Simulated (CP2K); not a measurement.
A run of CP2K 2026.2 is set up as follows.

hgte_vcrelax.inp

```
&GLOBAL
  PROJECT hgte_vcrelax
  RUN_TYPE CELL_OPT
  PRINT_LEVEL LOW
&END GLOBAL
&FORCE_EVAL
  METHOD QS
  STRESS_TENSOR ANALYTICAL
  &DFT
    BASIS_SET_FILE_NAME BASIS_MOLOPT_UZH
    POTENTIAL_FILE_NAME POTENTIAL_UZH
    &MGRID
      CUTOFF 450
      REL_CUTOFF 60
      NGRIDS 5
    &END MGRID
    &QS
      METHOD GPW
      EPS_DEFAULT 1.0E-9
      EXTRAPOLATION USE_PREV_P
    &END QS
    &KPOINTS
      SCHEME MONKHORST-PACK 7 7 7
      GAMMA_CENTERED T
    &END KPOINTS
    &SCF
      SCF_GUESS ATOMIC
      EPS_SCF 1.0E-6
      MAX_SCF 100
      ADDED_MOS 10
      CHOLESKY OFF
      EPS_EIGVAL 1.0E-7
      &DIAGONALIZATION ON
        ALGORITHM STANDARD
      &END DIAGONALIZATION
      &MIXING ON
        METHOD BROYDEN_MIXING
        ALPHA 0.4
        BETA 1.5
        NBUFFER 8
      &END MIXING
      &SMEAR ON
        METHOD FERMI_DIRAC
        ELECTRONIC_TEMPERATURE [K] 580.226
      &END SMEAR
    &END SCF
    &XC
      &XC_FUNCTIONAL PBE
      &END XC_FUNCTIONAL
      &VDW_POTENTIAL
        POTENTIAL_TYPE PAIR_POTENTIAL
        &PAIR_POTENTIAL
          TYPE DFTD4
          REFERENCE_FUNCTIONAL PBE
          D4_CUTOFF 20
        &END PAIR_POTENTIAL
      &END VDW_POTENTIAL
    &END XC
    &PRINT
      &KPOINTS ON
      &END KPOINTS
      &MULLIKEN ON
        &EACH
          CELL_OPT 0
        &END EACH
        ADD_LAST NUMERIC
      &END MULLIKEN
      &MO ON
        ENERGIES T
        OCCUPATION_NUMBERS T
        &EACH
          QS_SCF 0
          CELL_OPT 0
        &END EACH
        ADD_LAST NUMERIC
      &END MO
    &END PRINT
  &END DFT
  &SUBSYS
    &CELL
      A 4.5807373659 0.0000000000 0.0000000000
      B -3.5190045688 2.9325350228 0.0000000000
      C -0.5308663985 -1.4662675114 4.3071330682
      PERIODIC XYZ
    &END CELL
    &COORD
      Hg  2.2903686830 0.0000000000 2.1535665341
      Te  0.0000000000 0.0000000000 0.0000000000
    &END COORD
    &KIND Hg
      BASIS_SET DZVP-MOLOPT-PBE-GTH-q12
      POTENTIAL GTH-PBE-q12
    &END KIND
    &KIND Te
      BASIS_SET DZVP-MOLOPT-PBE-GTH-q6
      POTENTIAL GTH-PBE-q6
    &END KIND
    &PRINT
      &ATOMIC_COORDINATES ON
      &END ATOMIC_COORDINATES
      &CELL ON
      &END CELL
      &SYMMETRY ON
      &END SYMMETRY
    &END PRINT
  &END SUBSYS
  &PRINT
    &FORCES ON
    &END FORCES
    &STRESS_TENSOR ON
    &END STRESS_TENSOR
  &END PRINT
&END FORCE_EVAL
&MOTION
  &CELL_OPT
    OPTIMIZER BFGS
    MAX_ITER 40
    MAX_FORCE [eV*angstrom^-1] 0.05
    RMS_FORCE [eV*angstrom^-1] 0.05
    MAX_DR 1.0E-2
    RMS_DR 1.0E-2
    EXTERNAL_PRESSURE [bar] 0.0
    PRESSURE_TOLERANCE [bar] 500
    KEEP_SPACE_GROUP T
  &END CELL_OPT
  &PRINT
    &TRAJECTORY ON
    &END TRAJECTORY
    &CELL ON
    &END CELL
    &FORCES ON
    &END FORCES
    &STRESS ON
    &END STRESS
    &RESTART OFF
    &END RESTART
    &RESTART_HISTORY OFF
    &END RESTART_HISTORY
  &END PRINT
&END MOTION
```

Potentials or basis: POTENTIAL_UZH Hg GTH-PBE-q12, Te GTH-PBE-q6; DZVP-MOLOPT-PBE-GTH basis.

Run with:

```sh
$ OMP_NUM_THREADS=1 cp2k.psmp -i hgte_vcrelax.inp -o hgte_vcrelax.out
```

Q: Estimate the relaxed cell.

A: a = 4.543 Å, b = 4.544 Å, c = 4.569 Å, α = 96.33°, β = 96.67°, γ = 141.26°.

Q: Predict the space group after relaxing (to 0.05 Å).

A: C2 (No. 5).

Q: Estimate the Mulliken charges.

A: Hg -0.26; Te +0.26 e.

Stress tensor (GPa, compression positive):
```
 0.04  0.00  0.20
 0.00  0.03  0.15
 0.20  0.15 -0.01
```

Caveat: the basis of atomic orbitals isn't converged, which shifts pressures, moduli and gaps; pairwise dispersion overbinds metals, which lowers pressure and volume. The run has no spin-orbit coupling, so splittings on Hg, Te are missing.
